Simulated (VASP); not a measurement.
# Zn2Ga2O3 (P4/mmm) in VASP: a series of runs

The runs below take Zn2Ga2O3 through relaxation of cell and atoms, with PBE.

Everything below comes from runs of VASP 6.6.1. Logs are shortened: lines on timing, memory, paths and dates and some standing lists are left out, and cuts for length are marked.

**1. The crystal as given**

Symmetry: P4/mmm, No. 123, tetragonal system. Conventional cell: a = 4.470 Å, b = 4.470 Å, c = 4.470 Å, α = 90.00°, β = 90.00°, γ = 90.00°. Zn (site symmetry mmm) has 4 O at 2.23 Å as nearest neighbours. Ga (site symmetry 4/mmm) is surrounded by 4 O at 2.23 Å. Around Ga (site symmetry 4/mmm) lie 6 O at 2.23 Å. O (site symmetry mmm) is surrounded by 2 Zn at 2.23 Å and 4 Ga at 2.23 Å. O (site symmetry 4/mmm) has 4 Zn at 2.23 Å and 2 Ga at 2.23 Å as nearest neighbours.

The cell was built by a generator and needn't be a form met in nature.

**2. Relaxation of cell and atoms, PBE**

Input file INCAR:

```
SYSTEM = Zn2Ga2O3
PREC = Normal ; ENCUT = 520
EDIFF = 1E-4 ; ISMEAR = 0
SIGMA = 0.15 ; LREAL = .False.
LASPH = .True. ; NELM = 60
ALGO = Fast ; ISIF = 3
LWAVE = .False. ; LCHARG = .False.
GGA = PE ; IBRION = 2
NSW = 24 ; EDIFFG = -0.08
```

Input file KPOINTS:

```
regular mesh
0
Gamma
  3 3 3
  0 0 0
```

Input file POSCAR:

```
Zn2Ga2O3
1.0
    4.4700000000      0.0000000000      0.0000000000
    0.0000000000      4.4700000000      0.0000000000
    0.0000000000      0.0000000000      4.4700000000
Zn Ga O
2 2 3
Direct
    0.0000000000      0.5000000000      0.5000000000
    0.5000000000      0.0000000000      0.5000000000
    0.0000000000      0.0000000000      0.0000000000
    0.5000000000      0.5000000000      0.0000000000
    0.0000000000      0.5000000000      0.0000000000
    0.5000000000      0.5000000000      0.5000000000
    0.5000000000      0.0000000000      0.0000000000
```

Potentials or basis: VASP PAW PBE potentials, release 64 (Zn, Ga_d, O).

Launch:

```
$ cat potpaw_PBE.64/Zn/POTCAR potpaw_PBE.64/Ga_d/POTCAR potpaw_PBE.64/O/POTCAR > POTCAR
$ mpirun -np 1 vasp_std > vasp.out
```

OUTCAR:

```text
SYSTEM = Zn2Ga2O3
   PREC = Normal
   ENCUT = 520
   EDIFF = 1E-4
   ISMEAR = 0
   LREAL = .False.
   LASPH = .True.
   NELM = 60
   ISIF = 3
   GGA = PE
   IBRION = 2
   NSW = 24
   EDIFFG = -0.08

 ion  position               nearest neighbor table
   1  0.000  0.500  0.500-   5 2.23   6 2.23   5 2.23   6 2.23
   2  0.500  0.000  0.500-   6 2.23   7 2.23   7 2.23   6 2.23
   3  0.000  0.000  0.000-   5 2.23   7 2.23   5 2.23   7 2.23
   4  0.500  0.500  0.000-   5 2.23   6 2.23   7 2.23   6 2.23   7 2.23   5 2.23
   5  0.000  0.500  0.000-   1 2.23   3 2.23   4 2.23   1 2.23   3 2.23   4 2.23
   6  0.500  0.500  0.500-   1 2.23   2 2.23   4 2.23   4 2.23   2 2.23   1 2.23
   7  0.500  0.000  0.000-   2 2.23   3 2.23   4 2.23   2 2.23   4 2.23   3 2.23

  LATTYP: Found a simple cubic cell.
 ALAT       =     4.4700000000

  Lattice vectors:

 A1 = (   4.4700000000,   0.0000000000,   0.0000000000)
 A2 = (   0.0000000000,   4.4700000000,   0.0000000000)
 A3 = (   0.0000000000,   0.0000000000,   4.4700000000)

Analysis of symmetry for initial positions (statically):
=====================================================================
 Subroutine PRICEL returns:
 Original cell was already a primitive cell.

 Routine SETGRP: Setting up the symmetry group for a
 simple cubic supercell.

 Subroutine GETGRP returns: Found 16 space group operations
 (whereof 16 operations were pure point group operations)
 out of a pool of 48 trial point group operations.

The static configuration has the point symmetry D_4h.

Analysis of symmetry for dynamics (positions and initial velocities):
=====================================================================
 Subroutine PRICEL returns:
 Original cell was already a primitive cell.

 Routine SETGRP: Setting up the symmetry group for a
 simple cubic supercell.

 Subroutine GETGRP returns: Found 16 space group operations
 (whereof 16 operations were pure point group operations)
 out of a pool of 48 trial point group operations.

The dynamic configuration has the point symmetry D_4h.

 Subroutine INISYM returns: Found 16 space group operations
 (whereof 16 operations are pure point group operations),
 and found     1 'primitive' translations

----------------------------------------------------------------------------------------

                                     Primitive cell

  volume of cell :      89.3146

  direct lattice vectors                    reciprocal lattice vectors
[... 85 lines left out ...]
   ISYM   =      2    0-nonsym 1-usesym 2-fastsym
   POTIM  = 0.5000    time-step for ionic-motion
   TEBEG  =    0.0;   TEEND  =   0.0 temperature during run
   PSTRESS=    0.0 pullay stress
   NELECT =      68.0000    total number of electrons
   NUPDOWN=      -1.0000    fix difference up-down
   EMIN   =  10.00;   EMAX   =-10.00  energy-range for DOS
   EFERMI =   0.00;   METHOD = LEGACY
   ISMEAR =     0;   SIGMA  =   0.15  broadening in eV -4-tet -1-fermi 0-gaus
   EFERMI_NEDOS =   21; number of points for ismear=-14 and -15
   IALGO  =     68    algorithm
   IMIX   =      4    mixing-type and parameters
     AMIX     =   0.40;   BMIX     =  1.00
     AMIX_MAG =   1.60;   BMIX_MAG =  1.00
  volume/ion in A,a.u.               =      12.76        86.10
  Fermi-wavevector in a.u.,A,eV,Ry     =   1.494871  2.824896 30.404099  2.234638
  Thomas-Fermi vector in A             =   2.607088
   LORBIT       =      0    0 simple, 1 ext, 2 COOP (PROOUT), +10 PAW based schemes
   GGA     = PE    functional components
   LHFCALC =     F    Hartree Fock is set to
   AEXX    =    0.0000 exact exchange contribution
   IVDW    =     0    specifies the selected vdW correction
   LEPSILON=     F    determine dielectric tensor
   LRPA    =     F    only Hartree local field effects (RPA)
 conjugate gradient relaxation of ions
 non-spin polarized calculation
 RMM-DIIS sequential band-by-band and
 Gauss-broadening in eV      SIGMA  =   0.15
  energy-cutoff  :      520.00
  volume of cell :       89.31
 maximum number of plane-waves:      2469
   NGX = 17   NGY = 17   NGZ = 17

--------------------------------------- Ionic step        1  -------------------------------------------

 number of electron      67.9999834 magnetization

 Free energy of the ion-electron system (eV)
  ---------------------------------------------------
  ext. energy  EPLUGINS =         0.00000000
  ---------------------------------------------------
  free energy    TOTEN  =       -27.61790642 eV

  energy without entropy =      -27.58089868  energy(sigma->0) =      -27.59940255

------------------------ aborting loop because EDIFF is reached ----------------------------------------

  FORCE on cell =-STRESS in cart. coord.  units (eV):
  Direction    XX          YY          ZZ          XY          YZ          ZX
  --------------------------------------------------------------------------------------
  -------------------------------------------------------------------------------------
  Total        0.0786115      0.0786115     -2.1512339      0.0000000      0.0000000      0.0000000
  in kB        1.4101788      1.4101788    -38.5900772      0.0000000      0.0000000      0.0000000
  external PRESSURE =     -11.9232398 kB  Pullay stress =       0.0000000 kB
[... 233 lines left out ...]
--------------------------------------- Ionic step        7  -------------------------------------------

 number of electron      68.0000115 magnetization

 E-fermi :   5.2623     XC(G=0): -11.4520

 val. band max:        5.2573128776   @ k =   0.0000   0.0000   0.3333
 cond. band min:       5.3189625730   @ k =   0.0000   0.0000   0.3333
 fundamental gap:      0.0616496954
 Fermi energy:         5.2622850217

 k-point     1 :       0.0000    0.0000    0.0000
  band No.  band energies     occupation
      1     -15.5666      2.00000
      2     -14.6218      2.00000
      3     -14.5352      2.00000
      4     -10.6555      2.00000
      5     -10.6034      2.00000
      6     -10.6034      2.00000
[... 287 lines left out ...]
--------------------------------------- Ionic step        8  -------------------------------------------

 number of electron      68.0000307 magnetization

 Free energy of the ion-electron system (eV)
  ---------------------------------------------------
  ext. energy  EPLUGINS =         0.00000000
  ---------------------------------------------------
  free energy    TOTEN  =       -27.71356477 eV

  energy without entropy =      -27.66603283  energy(sigma->0) =      -27.68979880

 E-fermi :   4.8572     XC(G=0): -11.2476

 val. band max:        4.7817685798   @ k =   0.0000   0.3333   0.3333
 cond. band min:       4.8857507739   @ k =   0.0000   0.0000   0.3333
 fundamental gap:      0.1039821941
 Fermi energy:         4.8571929620

 k-point     1 :       0.0000    0.0000    0.0000
  band No.  band energies     occupation
      1     -15.6672      2.00000
      2     -14.7618      2.00000
      3     -14.6695      2.00000
      4     -10.9256      2.00000
      5     -10.8681      2.00000
      6     -10.8681      2.00000
[... 281 lines left out ...]
  FREE ENERGIE OF THE ION-ELECTRON SYSTEM (eV)
  ---------------------------------------------------
  free  energy   TOTEN  =       -27.7135647655 eV

  energy  without entropy=      -27.6660328299  energy(sigma->0) =      -27.68979880

 reached required accuracy - stopping structural energy minimisation
```

OSZICAR:

```text
N       E                     dE             d eps       ncg     rms          rms(c)
DAV:   1     0.682597456997E+03    0.68260E+03   -0.33638E+04   520   0.294E+03
DAV:   2     0.920794676970E+02   -0.59052E+03   -0.56959E+03   496   0.648E+02
DAV:   3    -0.244207536537E+02   -0.11650E+03   -0.11456E+03   552   0.219E+02
[... 65 lines left out ...]
RMM:   3    -0.277583046717E+02    0.10484E+00   -0.35555E-01   576   0.467E+00    0.136E+00
RMM:   4    -0.277207783887E+02    0.37526E-01   -0.58687E-02   580   0.184E+00    0.545E-01
RMM:   5    -0.277143869619E+02    0.63914E-02   -0.16726E-02   612   0.844E-01    0.199E-01
RMM:   6    -0.277135720122E+02    0.81495E-03   -0.31677E-03   589   0.395E-01    0.556E-02
RMM:   7    -0.277135647655E+02    0.72467E-05   -0.82508E-04   394   0.181E-01
   8 F= -.27713565E+02 E0= -.27689799E+02  d E =-.338805E-01
```

CONTCAR:

```text
Zn2Ga2O3
   1.00000000000000
     4.7446185615284593    0.0000000000000000    0.0000000000000000
    -0.0000000000000000    4.7446185615284593    0.0000000000000000
    -0.0000000000000000    0.0000000000000000    4.0408039185666427
  Zn              Ga              O
     2     2     3
Direct
     0.0000000000000000    0.5000000000000000    0.5000000000000000
     0.5000000000000000    0.0000000000000000    0.5000000000000000
     0.0000000000000000    0.0000000000000000    0.0000000000000000
     0.5000000000000000    0.5000000000000000    0.0000000000000000
     0.0000000000000000    0.5000000000000000    0.0000000000000000
     0.5000000000000000    0.5000000000000000    0.5000000000000000
     0.5000000000000000    0.0000000000000000    0.0000000000000000

  0.00000000E+00  0.00000000E+00  0.00000000E+00
  0.00000000E+00  0.00000000E+00  0.00000000E+00
  0.00000000E+00  0.00000000E+00  0.00000000E+00
  0.00000000E+00  0.00000000E+00  0.00000000E+00
  0.00000000E+00  0.00000000E+00  0.00000000E+00
  0.00000000E+00  0.00000000E+00  0.00000000E+00
  0.00000000E+00  0.00000000E+00  0.00000000E+00
```

Run time: 46 s. Hardware: 1 thread of Intel Xeon 6975P-C (Granite Rapids), shared host; peak memory 0.16 GiB.

What came out:

| Quantity | Value |
| --- | --- |
| Free energy | -27.7136 eV |
| Relaxed volume | 12.99 Å³/atom |
| Relaxed cell | a = 4.745 Å, b = 4.745 Å, c = 4.041 Å, α = 90.00°, β = 90.00°, γ = 90.00° |
| Space group after relaxing (to 0.05 Å) | P4/mmm (No. 123) |
| Energy gained by relaxing | 13.7 meV/atom |
| Ionic steps | 8 |
| Pressure after relaxing | -0.1 GPa |
| Band gap on the k mesh | none (metal or under the smearing width) |

Step by step:
```
step  energy change (eV)  largest force (eV/Å)  pressure (GPa)  volume (Å³)
   1              0.0000                0.0000           -1.19        89.31
   2             -0.0254                0.0000            0.74        88.09
   3             -0.0314                0.0000            1.14        87.60
   4             -0.0353                0.0000            2.63        86.63
   5             -0.0466                0.0000            2.08        86.76
   6             -0.0673                0.0000            2.45        87.12
   7             -0.0618                0.0000            3.67        87.64
   8             -0.0957                0.0000           -0.08        90.96
```

Final structure:
```yaml
crystal:
  lattice:
    - [4.74462, 0.00000, 0.00000]
    - [0.00000, 4.74462, 0.00000]
    - [0.00000, 0.00000, 4.04080]
  atoms:
    - { symbol: Zn, position: [0.00000, 0.50000, 0.50000] }
    - { symbol: Zn, position: [0.50000, 0.00000, 0.50000] }
    - { symbol: Ga, position: [0.00000, 0.00000, 0.00000] }
    - { symbol: Ga, position: [0.50000, 0.50000, 0.00000] }
    - { symbol: O, position: [0.00000, 0.50000, 0.00000] }
    - { symbol: O, position: [0.50000, 0.50000, 0.50000] }
    - { symbol: O, position: [0.50000, 0.00000, 0.00000] }
```

Caveat: the k mesh is coarse (spacing up to 0.47 Å⁻¹), so the values aren't converged; the relaxation stopped at a loose force limit of 0.08 eV/Å, so its end isn't a converged minimum.

(Continued in part 2 of 2.)
